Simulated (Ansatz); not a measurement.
The system is Sb.

```
Sb
1.0
    -1.57654    1.57654    2.71194
     1.57654   -1.57654    2.71194
     1.57654    1.57654   -2.71194
Sb
1
Cartesian
  0.0000 0.0000 0.0000
```

This isn't the form of Sb at room conditions, which is rhombohedral.

* Program: Ansatz 0.2.0
* Task: relaxation of cell and atoms
* Functional: PBE
* Dispersion: D4
* Potentials or basis: Ansatz PAW
* Cutoff: 420 eV (not typed: the program's choice for these potentials)
* k mesh: 12 × 12 × 12
* Occupations: fermi-dirac, width 0.05 eV
* Spin: no spin polarisation

At the start: volume 26.96 Å³/atom.

Question: How do energy, volume and symmetry change on relaxing?

Answer: It ends after 6 steps and the volume is 26.31 Å³/atom (-2.4 %); space group I4/mmm (No. 139, to 0.05 Å).

The path:
```
step  energy change (eV)  largest force (eV/Å)  volume (Å³)
   1              0.0000                0.0000        26.96
   2             -0.0028                0.0000        26.21
   3             -0.0040                0.0000        26.30
   4             -0.0060                0.0000        26.35
   5             -0.0063                0.0000        26.31
   6             -0.0062                0.0000        26.31
```

Final structure:
```xyz
1
Lattice="-1.5892 1.5892 2.6043 1.5892 -1.5892 2.6043 1.5892 1.5892 -2.6043" Properties=species:S:1:pos:R:3 pbc="T T T"
Sb    0.0000    0.0000    0.0000
```

Caveat: the plane-wave basis is chosen anew once the cell has moved, so the energies of steps on either side of that aren't comparable; pairwise dispersion overbinds metals, which lowers pressure and volume.
